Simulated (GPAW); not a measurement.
# BeS (F-43m) in GPAW: G0W0 quasiparticle levels with PBE

Aim: the G0W0 quasiparticle levels of BeS with PBE.

Program: GPAW 26.7.0. These are calculated values, not measurements. Logs are shortened: lines on timing, memory, paths and dates and some standing lists are left out, and cuts for length are marked. The log counts tension as positive stress, the text compression.

### Step 1. The structure

It takes space group F-43m (No. 216, cubic). Conventional cell: a = 4.850 Å, b = 4.850 Å, c = 4.850 Å, α = 90.00°, β = 90.00°, γ = 90.00°. S (site symmetry -43m) has 4 Be at 2.10 Å as nearest neighbours. Be (site symmetry -43m) is surrounded by 4 S at 2.10 Å.

### Step 2. G0W0 quasiparticle levels, PBE

Contents of run.py:

```python
import json
import numpy as np
from ase.dft.bandgap import bandgap
from ase.io import write
from ase.spacegroup import crystal
from gpaw import GPAW, PW
from gpaw.response.g0w0 import G0W0

# S 4c
# Be 4a
atoms = crystal(['S', 'Be'],
                basis=[[0.25, 0.25, 0.25],
                       [0.0, 0.0, 0.0]],
                spacegroup=216, setting=1,  # F-43m
                cellpar=[4.85, 4.85, 4.85, 90.0, 90.0, 90.0],
                primitive_cell=True)

calc = GPAW(mode=PW(550),
            xc='PBE',
            kpts={'size': (5, 5, 5), 'gamma': True},
            occupations={'name': 'fermi-dirac', 'width': 0.001},
            setups={'S': 'v3'},
            nbands=-7,
            convergence={'density': 1e-06},
            maxiter=150,
            txt='gpaw.txt')
atoms.calc = calc
energy = atoms.get_potential_energy()
calc.write('gs.gpw')
write('result.traj', atoms)
print(f'Energy: {energy:.6f} eV')
print('Fermi level:', round(calc.get_fermi_level(), 4), 'eV')
print(f'Gap: {bandgap(calc)[0]:.4f} eV, direct: {bandgap(calc, direct=True)[0]:.4f} eV')

calc.diagonalize_full_hamiltonian(nbands=122)
calc.write('full.gpw', mode='all')

ibz = calc.get_ibz_k_points()
gap, vbm, cbm = bandgap(calc, output=None)
gap, direct, _ = bandgap(calc, direct=True, output=None)
gamma = int(np.abs(ibz).sum(1).argmin())
kpts = sorted({gamma, vbm[1], cbm[1], direct[1]})
gw = G0W0(calc='full.gpw',
          filename='gw',
          ecut=150,
          ecut_extrapolation=False,
          relbands=(-3, 3),
          kpts=kpts,
          integrate_gamma='sphere',
          nbands=118,
          ppa=True)
gw.calculate()
results = {mode: {key: np.asarray(r[key]).tolist() for key in ['f', 'eps', 'vxc', 'exx', 'sigma', 'Z', 'qp', 'sigma_eskn']}
           for mode, r in gw.all_results.items()}
json.dump({'kpts': ibz[kpts].tolist(), 'results': results}, open('gw.json', 'w'))
for mode, r in results.items():
    f, qp = np.array(r['f']), np.array(r['qp'])
    print(mode, 'quasiparticle energies (eV):')
    print(qp.round(3))
    print(mode, 'gap:', round(qp[f < 0.5].min() - qp[f > 0.5].max(), 4), 'eV')
```

Potentials or basis: GPAW PAW data sets (gpaw-data 1.2.1), newer versions, pw.

The run is started by

```console
$ OMP_NUM_THREADS=1 python run.py
```

gpaw.txt:

```text
__  _  _
 | _ |_)|_||  |
 |__||  | ||/\| - 26.7.0

Input parameters:
  mode=PW(ecut=550.0),
  convergence={'density': 1e-06},
  kpts=MonkhorstPack(size=(5, 5, 5), gamma=True),
  maxiter=150,
  nbands=-7,
  occupations=Occupations(name='fermi-dirac', width=0.001),
  setups={'S': 'v3'},
  xc=XC(name='PBE')

Diagonalizing LCAO Hamiltonian
Converting LCAO to pw mode

           S

       Be

Atoms  # Å, Bohr magnetons
|   | symbol |        x |        y |        z |    initial magnetic moments |
|---|--------|----------|----------|----------|-----------------------------|
| 0 |      S | 1.212500 | 1.212500 | 1.212500 | ( 0.0000,  0.0000,  0.0000) |
| 1 |     Be | 0.000000 | 0.000000 | 0.000000 | ( 0.0000,  0.0000,  0.0000) |

Unit cell  # Å
| periodic |        x |        y |        z |  lengths |    angles |
|----------|----------|----------|----------|----------|-----------|
|      yes | 0.000000 | 2.425000 | 2.425000 | 3.429468 | 60.000000 |
|      yes | 2.425000 | 0.000000 | 2.425000 | 3.429468 | 60.000000 |
|      yes | 2.425000 | 2.425000 | 0.000000 | 3.429468 | 60.000000 |

Number of symmetries: 24
Symmetry operations  # r_c * U_cc + t_c -> r_c
|    | kind |            matrix            |
|----|------|------------------------------|
|  0 |  E   |  1, 0, 0,  0, 1, 0,  0, 0, 1 |
|  1 |  σ   |  1, 0, 0,  0, 0, 1,  0, 1, 0 |
|  2 |  σ   |  1, 0,-1,  0, 1,-1,  0, 0,-1 |
|  3 |  C3  |  1, 0,-1,  0, 0,-1,  0, 1,-1 |
|  4 |  C3  |  1,-1, 0,  0,-1, 1,  0,-1, 0 |
|  5 |  σ   |  1,-1, 0,  0,-1, 0,  0,-1, 1 |
|  6 |  σ   |  0, 1, 0,  1, 0, 0,  0, 0, 1 |
|  7 |  C3  |  0, 1, 0,  0, 0, 1,  1, 0, 0 |
|  8 |  C2  |  0, 1,-1,  1, 0,-1,  0, 0,-1 |
|  9 |  S4  |  0, 1,-1,  0, 0,-1,  1, 0,-1 |
| 10 |  C3  |  0, 0, 1,  1, 0, 0,  0, 1, 0 |
| 11 |  σ   |  0, 0, 1,  0, 1, 0,  1, 0, 0 |
| 12 |  S4  |  0, 0,-1,  1, 0,-1,  0, 1,-1 |
| 13 |  C3  |  0, 0,-1,  0, 1,-1,  1, 0,-1 |
| 14 |  S4  |  0,-1, 1,  1,-1, 0,  0,-1, 0 |
| 15 |  C2  |  0,-1, 1,  0,-1, 0,  1,-1, 0 |
| 16 |  C3  |  0,-1, 0,  1,-1, 0,  0,-1, 1 |
| 17 |  S4  |  0,-1, 0,  0,-1, 1,  1,-1, 0 |
| 18 |  S4  | -1, 1, 0, -1, 0, 1, -1, 0, 0 |
| 19 |  C3  | -1, 1, 0, -1, 0, 0, -1, 0, 1 |
| 20 |  C3  | -1, 0, 1, -1, 1, 0, -1, 0, 0 |
| 21 |  S4  | -1, 0, 1, -1, 0, 0, -1, 1, 0 |
| 22 |  σ   | -1, 0, 0, -1, 1, 0, -1, 0, 1 |
| 23 |  C2  | -1, 0, 0, -1, 0, 1, -1, 1, 0 |

BZ-sampling:
  Number of BZ points: 125
  Number of IBZ points: 10

  Monkhorst-Pack size: [5, 5, 5]
  Monkhorst-Pack shift: [0, 0, 0]

K-points  # in reciprocal-cell coordinates
|   |                                coordinates |     weight |
|---|--------------------------------------------|------------|
| 0 | (  0.00000000,   0.00000000,   0.00000000) | 0.00800000 |
| 1 | (  0.20000000,   0.20000000,   0.00000000) | 0.04800000 |
| 2 | (  0.20000000,   0.20000000,   0.20000000) | 0.06400000 |
| 3 | (  0.40000000,   0.20000000,  -0.20000000) | 0.19200000 |
| 4 | (  0.40000000,   0.20000000,   0.20000000) | 0.09600000 |
| 5 | (  0.40000000,   0.40000000,  -0.40000000) | 0.19200000 |
| 6 | (  0.40000000,   0.40000000,  -0.20000000) | 0.09600000 |
| 7 | (  0.40000000,   0.40000000,   0.00000000) | 0.04800000 |
| 8 | (  0.40000000,   0.40000000,   0.20000000) | 0.19200000 |
| 9 | (  0.40000000,   0.40000000,   0.40000000) | 0.06400000 |

Plane wave coefficients: 869
Cutoff: 550.0 eV

Spin-components: 1 (collinear spins)
Bands:           11
Projectors:      8
Spin-degeneracy: 2
Datatype:        complex128

Parallelization:
  kpt:    1
  domain: 1
  band:   1

Density:
  Valence electrons: 8.0
  Components: 1
  Grid points: [20 20 20]
  Charge: 0.0  # |e|

Potential:
  Grid points: [20 20 20]

species:
  S:
    name:    Sulfur
    Z:       16.0
    valence: 6
    core:    10
    charge:  0.0  # [|e|]
    compensation charges:
      type: gauss
      rc: 0.26  # [Å]
      lmax: 2
    cutoffs:
      filter: 2.13  # [Å]
      core: 1.67  # [Å]
    projectors
    | kind |    occ | energy [eV] | rcut [Å] |
    |------|--------|-------------|----------|
    |   3s |  2.000 |     -17.256 |    1.217 |
    |   3p |  4.000 |      -7.009 |    0.953 |
    |    s |        |       9.955 |    1.217 |
    |    p |        |      20.203 |    0.953 |
    |    d |        |       0.000 |    0.847 |

    Using partial waves for S as LCAO basis

  Be:
    name:    Beryllium
    Z:       4.0
    valence: 2
    core:    2
    charge:  0.0  # [|e|]
    compensation charges:
      type: gauss
      rc: 0.25  # [Å]
      lmax: 2
    cutoffs:
      filter: 1.42  # [Å]
      core: 1.77  # [Å]
    projectors
    | kind |    occ | energy [eV] | rcut [Å] |
    |------|--------|-------------|----------|
    |   2s |  2.000 |      -5.610 |    0.794 |
    |   2p |  0.000 |      -2.018 |    0.794 |
    |    s |        |      21.602 |    0.794 |

    Using partial waves for Be as LCAO basis

Reference energy: -11256.706138  # eV

eigensolver:
  PPCG
  Converge bands: occupied
  niter=2

density mixing:
  MSR1-Mixer
  Pratt-step length: 0.05
  Maximum mixing coefficient: 0.75
  Old densities: 10
  SVD Regularization: 0.005
  Good broyden scale: 1.0
  Trust region scale: 1.0
  Backstep threshold: 4.0
  History deletion threshold: 6.0
  Fourier metric: weight=20.0, sigma=0.015

occupation numbers:
  Fermi-Dirac:
    width: 0.0010  # eV

poisson solver:
  ecut: 4400.0  # eV

xc functional:
  name: PBE with 2 nearest neighbor stencil

convergence criteria:
- Maximum integral of absolute [dens]ity change: 1e-06 electrons / valence electron
- Maximum [total energy] change in last 3 cyles: 0.0005 eV / valence electron
- Maximum integral of absolute [eigenst]ate change: 4e-08 eV^2 / valence electron
maximum number of iterations: 150

SCF iterations
|iter     | |      energy | eigst |  dens |
|---------|-|-------------|-------|-------|
|iter:   1| |  -10.004859 | -0.06 |       |
|iter:   2| |   -9.990265 | -2.14 | -0.93 |
|iter:   3| |   -9.881222 | -2.03 | -0.95 |
|iter:   4| |   -9.884201 | -3.05 | -1.56 |
|iter:   5| |   -9.884740c| -4.32 | -2.17 |
|iter:   6| |   -9.884782c| -5.46 | -2.78 |
|iter:   7| |   -9.884783c| -6.93 | -3.70 |
|iter:   8| |   -9.884783c| -7.98c| -4.16 |
|iter:   9| |   -9.884783c| -8.67c| -5.23 |
|iter:  10| |   -9.884783c| -9.20c| -5.78 |
|iter:  11| |   -9.884783c| -9.82c| -6.83c|

Converged in 11 steps
Energy contributions relative to reference atoms: (reference = -11256.706138)

Energy contributions:
  Kinetic:          11.984463
  Coulomb:         -10.906258
  Zero:             -0.070230
  External:          0.000000
  Xc:              -10.892758
  Entropy:          -0.000000
  Spinorbit:         0.000000
  ----------------------------
  Free energy:      -9.884783
  Extrapolated:     -9.884783

dipole moment: (-8.561795, -8.561795, -8.561795)  # |e|*Ang

Fermi level: 6.822
Eigenvalues  # (at kpt = [0.000, 0.000, 0.000])
| band index |      eig [eV] | occ [0-2] |
|------------|---------------|-----------|
|          0 |        -9.055 |     2.000 |
|          1 |         4.647 |     2.000 |
|          2 |         4.647 |     2.000 |
|          3 |         4.647 |     2.000 |
|          4 |        10.288 |     0.000 |
|          5 |        10.288 |     0.000 |
|          6 |        10.288 |     0.000 |
|          7 |        10.525 |     0.000 |
|          8 |        17.312 |     0.000 |
|          9 |        17.312 |     0.000 |
|         10 |        19.538 |     0.000 |

Gap: 3.392 eV
Transition (v -> c):
  (s=0, k=0, n=3, [0.00, 0.00, 0.00]) -> (s=0, k=7, n=4, [0.40, 0.40, 0.00])
Direct/indirect transitions are different
Direct gap: 5.640 eV
Transition at: (s=0, k=0, n=3, [0.00, 0.00, 0.00])
# Writing to gs.gpw (mode='')

Matrix size: 869x869
# Writing to full.gpw (mode='all')
```

Run time: 1.8 min. Hardware: 1 thread of Arm Neoverse V2, shared host; peak memory 0.29 GiB.

Results:

| Quantity | Value |
| --- | --- |
| Free energy | -9.8848 eV |
| Band gap on the k mesh, mean-field level | 3.39 eV, indirect (least direct gap 5.64 eV) |
| Quasiparticle gap | 4.88 eV |
| Least direct quasiparticle gap | 7.51 eV |

Caveat: the k mesh is coarse (spacing up to 0.45 Å⁻¹), so the values aren't converged; the quasiparticle gap is taken among the few k points that were corrected; on this mesh the treatment of q = 0 moves the result by about a tenth of an eV; the long-wavelength limit can be off by a per cent or two; an odd mesh through Γ misses points on the zone boundary, where band edges often lie.
